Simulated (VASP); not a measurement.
A run of VASP 6.6.1 is set up as follows.

Contents of INCAR:

```
SYSTEM = BeTe
AGGAC = 0.0
ALGO = Normal
EDIFF = 1E-6
EDIFFG = -0.01
ENCUT = 600
GGA = MK
IBRION = 2
ISIF = 3
ISMEAR = -1
LASPH = .TRUE.
LCHARG = .FALSE.
LREAL = .FALSE.
LUSE_VDW = .TRUE.
LWAVE = .FALSE.
NELM = 60
NSW = 60
PARAM1 = 0.1234
PARAM2 = 0.711357
PREC = Accurate
SIGMA = 0.05
ZAB_VDW = -1.8867
```

File KPOINTS:

```
k-points
0
G
  8 8 8
  0 0 0
```

The input POSCAR:

```
BeTe
1.0
    0.0000000000      2.7700000000      2.7700000000
    2.7700000000      0.0000000000      2.7700000000
    2.7700000000      2.7700000000      0.0000000000
Te Be
1 1
Direct
    0.7500000000      0.7500000000      0.7500000000
    0.0000000000      0.0000000000      0.0000000000
```

Potentials or basis: VASP PAW PBE potentials, release 64 (Te, Be).

The run is started by

```bash
$ cat potpaw_PBE.64/Te/POTCAR potpaw_PBE.64/Be/POTCAR > POTCAR
$ mpirun -np 1 vasp_std > vasp.out
```

Task: Predict the relaxed cell.

Result: a = 3.994 Å, b = 3.994 Å, c = 3.994 Å, α = 60.00°, β = 60.00°, γ = 60.00°.

Task: What does it give for the band gap on the k mesh?

Result: 1.97 eV, indirect (least direct gap 3.66 eV).

Task: Predict the space group after relaxing (to 0.05 Å).

Result: F-43m (No. 216).

Task: What does it give for the relaxed volume?

Result: 22.52 Å³/atom.

Final structure:
```
Te Be
1.0
     0.00000    2.82390    2.82390
     2.82390    0.00000    2.82390
     2.82390    2.82390    0.00000
Te Be
1 1
Direct
  0.75000 0.75000 0.75000
  0.00000 0.00000 0.00000
```

Caveat: the PAW data sets were made with another functional, which shifts forces and pressure a little; spin-orbit coupling is left out, which moves the levels of the heavy elements. Zero-point motion and thermal expansion aren't in these numbers.
